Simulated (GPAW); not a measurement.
Input of a GPAW 26.7.0 run:

File run.py:

```python
from ase.dft.bandgap import bandgap
from ase.io import read, write
from ase.units import Bohr, GPa
from gpaw import GPAW, PW
from gpaw.elf import elf_from_dft_calculation

atoms = read('C.xyz')

calc = GPAW(mode=PW(800),
            xc='PBE',
            kpts={'size': (13, 13, 8), 'gamma': True},
            occupations={'name': 'fermi-dirac', 'width': 0.05},
            nbands=11,
            convergence={'density': 1e-05, 'energy': 1e-05},
            maxiter=150,
            txt='gpaw.txt')
atoms.calc = calc
energy = atoms.get_potential_energy()
forces = atoms.get_forces()
stress = atoms.get_stress()
calc.write('gs.gpw')
write('result.traj', atoms)
print(f'Energy: {energy:.6f} eV')
print('Forces (eV/A):')
print(forces.round(4))
print('Stress (GPa):', (stress / GPa).round(3))
print('Fermi level:', round(calc.get_fermi_level(), 4), 'eV')
print(f'Gap: {bandgap(calc)[0]:.4f} eV, direct: {bandgap(calc, direct=True)[0]:.4f} eV')

# fields on the real-space grid
write('density.cube', atoms, data=calc.get_pseudo_density() * Bohr**3)
write('potential.cube', atoms, data=calc.get_electrostatic_potential())
write('elf.cube', atoms, data=elf_from_dft_calculation(calc).data)
```

File C.xyz:

```xyz
2
Lattice="2.1698667133 -1.2528480888 0.0000000000 2.1698667133 1.2528480888 0.0000000000 -1.4066510235 0.0000000000 3.5028300786" Properties=species:S:1:pos:R:3 pbc="T T T"
C     -0.6833275719      0.0000000000      3.5025041753
C      3.6164099750      0.0000000000      0.0003259033
```

Potentials or basis: GPAW PAW data sets (gpaw-data 1.2.1), pw.

Launch:

```sh
$ OMP_NUM_THREADS=1 python run.py
```

Problem. Predict the pressure.

Solution. -11.2 GPa.

Problem. Estimate the band gap on the k mesh.

Solution. 0.84 eV, indirect (least direct gap 0.85 eV).

Problem. Estimate the largest force.

Solution. 0.003 eV/Å.

Forces in eV/Å, atoms in the order of the input:
```
C   -0.002  0.000  0.003
C    0.002  0.000 -0.003
```

Caveat: the density grid can change from cell to cell, which puts small steps into energies and stress; an odd mesh through Γ misses points on the zone boundary, where band edges often lie; this functional lacks dispersion, which binds the layers, so the pressure and a relaxed spacing across them are unreliable.
